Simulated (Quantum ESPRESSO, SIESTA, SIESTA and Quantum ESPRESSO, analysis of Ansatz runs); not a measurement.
**SiC (F-43m):N_Si, a ladder of methods on one cell (SIESTA and Quantum ESPRESSO)**

Question: at which Fermi levels does N_Si in SiC (F-43m) change its charge, and how much of the answer depends on the basis and the program? The model is a cell of 54 host atoms with 1 Si taken out and 1 N put in.

Main program and level: SIESTA and Quantum ESPRESSO; SIESTA numerical-orbital DFT, PBEsol, DZP basis, PseudoDojo 0.4.1 potentials converted to PSML; charged supercells in a uniform background, point-charge correction with alignment at far sites.

## (1) Set-up

The cell holds 54 atoms: 26 Si, 27 C and 1 N. Its edges and angles: a = 9.283 Å, b = 9.283 Å, c = 9.283 Å, α = 60.0°, β = 60.0°, γ = 60.0°. It derives from SiC (space group F-43m). Nearest the centre at fractional (0.333, 0.667, 0.667): N35 at 0.00 Å, C36 at 1.89 Å, C18 at 1.89 Å, C30 at 1.89 Å, C34 at 1.89 Å, Si25 at 3.09 Å, Si13 at 3.09 Å, Si21 at 3.09 Å.

Structure file:

```xyz
54
Lattice="0.0000 6.5644 6.5644 6.5644 0.0000 6.5644 6.5644 6.5644 0.0000" Properties=species:S:1:pos:R:3 pbc="T T T"
Si    0.0000    0.0000    0.0000
C     1.0941    1.0941    1.0941
Si    2.1882    2.1882    0.0000
C     3.2822    3.2822    1.0941
Si    4.3763    4.3763    0.0000
C     5.4703    5.4703    1.0941
Si    2.1882    0.0000    2.1882
C     3.2822    1.0941    3.2822
Si    4.3763    2.1882    2.1882
C     5.4703    3.2822    3.2822
Si    6.5644    4.3763    2.1882
C     7.6585    5.4703    3.2822
Si    4.3763    0.0000    4.3763
C     5.4703    1.0941    5.4703
Si    6.5644    2.1882    4.3763
C     7.6585    3.2822    5.4703
Si    8.7526    4.3763    4.3763
C     9.8466    5.4703    5.4703
Si    0.0000    2.1882    2.1882
C     1.0941    3.2822    3.2822
Si    2.1882    4.3763    2.1882
C     3.2822    5.4703    3.2822
Si    4.3763    6.5644    2.1882
C     5.4703    7.6585    3.2822
Si    2.1882    2.1882    4.3763
C     3.2822    3.2822    5.4703
Si    4.3763    4.3763    4.3763
C     5.4703    5.4703    5.4703
Si    6.5644    6.5644    4.3763
C     7.6585    7.6585    5.4703
Si    4.3763    2.1882    6.5644
C     5.4703    3.2822    7.6585
Si    6.5644    4.3763    6.5644
C     7.6585    5.4703    7.6585
N     8.7526    6.5644    6.5644
C     9.8466    7.6585    7.6585
Si    0.0000    4.3763    4.3763
C     1.0941    5.4703    5.4703
Si    2.1882    6.5644    4.3763
C     3.2822    7.6585    5.4703
Si    4.3763    8.7526    4.3763
C     5.4703    9.8466    5.4703
Si    2.1882    4.3763    6.5644
C     3.2822    5.4703    7.6585
Si    4.3763    6.5644    6.5644
C     5.4703    7.6585    7.6585
Si    6.5644    8.7526    6.5644
C     7.6585    9.8466    7.6585
Si    4.3763    4.3763    8.7526
C     5.4703    5.4703    9.8466
Si    6.5644    6.5644    8.7526
C     7.6585    7.6585    9.8466
Si    8.7526    8.7526    8.7526
C     9.8466    9.8466    9.8466
```

Screening for the image-charge correction: ε∞ = 7.10, ε0 = 10.43, from a response run on this crystal (DFPT, PBEsol, Quantum ESPRESSO) at that run's own cell.

The cell's shortest repeat is 9.3 Å.

The primitive cell was relaxed at this level beforehand, to 20.95 Å³.

The defect-free supercell was relaxed beforehand, from displaced atoms: they ended at most 0.01 Å from the sites they started about, so the symmetric structure holds.

## (2) Band edges

Levels are counted from the valence top, which comes from the unit cell, dense mesh; the energy of the host comes from the defect-free supercell at the defects' own k-points, so that the host's part of the sampling error cancels.

The input, host.fdf:

```
SystemName                      SiC
SystemLabel                     host
NumberOfSpecies                 2
NumberOfAtoms                   2
%block ChemicalSpeciesLabel
  1   14 Si
  2    6 C
%endblock ChemicalSpeciesLabel
LatticeConstant                 1.0 Ang
%block LatticeVectors
     0.000001000     2.188136000     2.188136000
     2.188136000     0.000001000     2.188136000
     2.188136000     2.188136000     0.000001000
%endblock LatticeVectors
AtomicCoordinatesFormat         Fractional
%block AtomicCoordinatesAndAtomicSpecies
     0.000003199     0.000003199     0.000003199  1
     0.249996972     0.249996972     0.249996972  2
%endblock AtomicCoordinatesAndAtomicSpecies
%block kgrid.MonkhorstPack
   12   0   0  0.00
    0  12   0  0.00
    0   0  12  0.00
%endblock kgrid.MonkhorstPack
XC.Functional                   GGA
XC.Authors                      PBEsol
PAO.BasisSize                   DZP
PAO.EnergyShift                 0.005 Ry
Mesh.Cutoff                     300 Ry
OccupationFunction              FD
ElectronicTemperature           0.01 eV
MaxSCFIterations                150
SCF.MustConverge                true
SCF.Mixer.Method                Pulay
SCF.Mixer.Weight                0.2
SCF.Mixer.History               10
SCF.DM.Tolerance                1.0e-4
SCF.H.Tolerance                 1.0e-3 eV
WriteForces                     true
Charge.Mulliken                 end
```

Run with:

```console
$ OMP_NUM_THREADS=1 siesta host.fdf > host.out
```

Output:

```text
Version         : 5.4.2

                           ***********************
                           *  WELCOME TO SIESTA  *
                           ***********************

[...]
reinit: Reading from file host.fdf

reinit: -----------------------------------------------------------------------
reinit: System Name: SiC
reinit: -----------------------------------------------------------------------
reinit: System Label: host
reinit: -----------------------------------------------------------------------

initatom: Reading input for the pseudopotentials and atomic orbitals ----------
Species number:   1 Atomic number:   14 Label: Si
Species number:   2 Atomic number:    6 Label: C

[... pseudopotential checks and orbital generation ...]

prinput: Basis input

PAO.BasisType split

%block ChemicalSpeciesLabel
    1   14 Si                      # Species index, atomic number, species label
    2    6 C                       # Species index, atomic number, species label
%endblock ChemicalSpeciesLabel

%block PAO.Basis                 # Define Basis set
# WARNING: This information might be incomplete!
[...]
(Free)E + p*V (eV/cell)     -278.7432
Target enthalpy (eV/cell)     -278.7457
[...]
siesta: Final energy (eV):
siesta:  Band Struct. =    -101.151306
siesta:       Kinetic =     156.951378
siesta:       Hartree =      31.268314
siesta:         Exch. =     -90.540145
siesta:         Corr. =     -11.300426
siesta:   Exch.-corr. =    -101.840571
siesta:  Ion-electron =    -210.155603
siesta:       Ion-ion =    -154.969201
siesta:         Total =    -278.745682
siesta:         Fermi =      -6.333765
[...]
siesta: Stress tensor (static) (eV/Ang**3):
siesta:    -0.000116   -0.000014   -0.000014
siesta:    -0.000014   -0.000116   -0.000014
siesta:    -0.000014   -0.000014   -0.000116
[...]
siesta: Cell volume =         20.953310 Ang**3
[...]
siesta: Pressure (static):
siesta:                Solid            Molecule  Units
siesta:           0.00000127          0.00000094  Ry/Bohr**3
siesta:           0.00011615          0.00008588  eV/Ang**3
siesta:           0.18609308          0.13758814  kBar
[...]
mulliken: Qtot =        8.000

Mulliken Atomic Populations:
Atom #   charge [q] valence [e]  Species
     1    -0.114310    4.114310  Si
     2     0.114310    3.885690  C
 Total     0.000000

Job completed
```

Run time: 22 s. Hardware: 1 MPI rank of Arm Neoverse V2, shared host; peak memory 0.2 GiB.

The gap at this level is 1.23 eV.

Test of the sampling: at one point at (¼, ¼, ¼) the host's energy lies 128 meV an atom above its value on the primitive cell's dense mesh, too far, so all defect runs take a 2×2×2 mesh.

[end of part 1 of 3]

[Logs are printed without paths, hosts, clocks, repeated set-up lines and the standing remarks that a program may print on its own settings, such as how far it seeks lower states.]

[Hosts, paths, dates, database ids (printed as entryN), source tags and the programs' standing remarks are cut or masked in the printed files.]

[For some hosts the program warned that the k-mesh of the response run may be too coarse for force constants and the static dielectric constant; such warnings are not shown here.]

[Charge tables in the logs are Mulliken or Hirshfeld populations, whose sizes and signs can differ; where basis functions stand at a vacancy, SIESTA counts their charge against the missing atom's valence.]

[In relaxation paths of CP2K, step 0 can be the structure after the first move, since the trajectory file begins there, and the last row can be the final structure solved once more.]
